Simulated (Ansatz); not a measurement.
# ZnSe: the cost of one run

Computed with Ansatz 0.2.0 (DFT PBE, scalar-relativistic, plane waves, PAW, unless a step's input says otherwise).

4 further runs of the same task are left out: 4 set aside as unsound or not needed.

### 1 The structure to begin with

Symmetry: F-43m, No. 216, cubic system. Conventional cell: a = 5.733 Å, b = 5.733 Å, c = 5.733 Å, α = 90.00°, β = 90.00°, γ = 90.00°. Zn (site symmetry -43m) is surrounded by 4 Se at 2.48 Å. Se (site symmetry -43m) is surrounded by 4 Zn at 2.48 Å.

As a file:

```
CELL_PARAMETERS angstrom
0.00000 2.86630 2.86630
2.86630 0.00000 2.86630
2.86630 2.86630 0.00000
ATOMIC_POSITIONS crystal
Zn 0.00000 0.00000 0.00000
Se 0.75000 0.75000 0.75000
```

It is the result of an earlier relaxation at this level (volume 23.55 Å³/atom; gap on the mesh: 1.15 eV).

### 2 Relaxing at 7 GPa

At a set pressure the run lowers the enthalpy E + PV, so the energy alone may rise along the way.

input.yaml reads:

```yaml
crystal:
  lattice:
    - [0.0, 2.8663043628, 2.8663043628]
    - [2.8663043628, 0.0, 2.8663043628]
    - [2.8663043628, 2.8663043628, 0.0]
  atoms:
    - { symbol: Zn, position: [0.0, 0.0, 0.0] }
    - { symbol: Se, position: [0.75, 0.75, 0.75] }
basis:
  ecutwfc: 420
kpoints:
  mp_grid: { grid: [8, 8, 8] }
hamiltonian:
  xc: pbe
scf:
  occupations: { method: fixed }
output:
  forces: true
  stress: true
  eigenvalues: true
  write_density: true
  write_potential: true
  elf: true
  volumetric_format: npy
relax:
  adjacent_minimum: "off"
  f_tol: 0.001
  max_steps: 60
  cell: { stress_tol: 0.02, p_target: 7.0 }
```

The run is started by

```console
$ ansatz run input.yaml --threads 1 --pin off --max-ram 3072MiB --backend cpu --events-out ev --progress --plain --runs-dir out
```

What time and memory should one allow on 1 thread of Intel Xeon 6975P-C (Granite Rapids), shared host?

About 11 s, with a peak of 0.41 GiB.
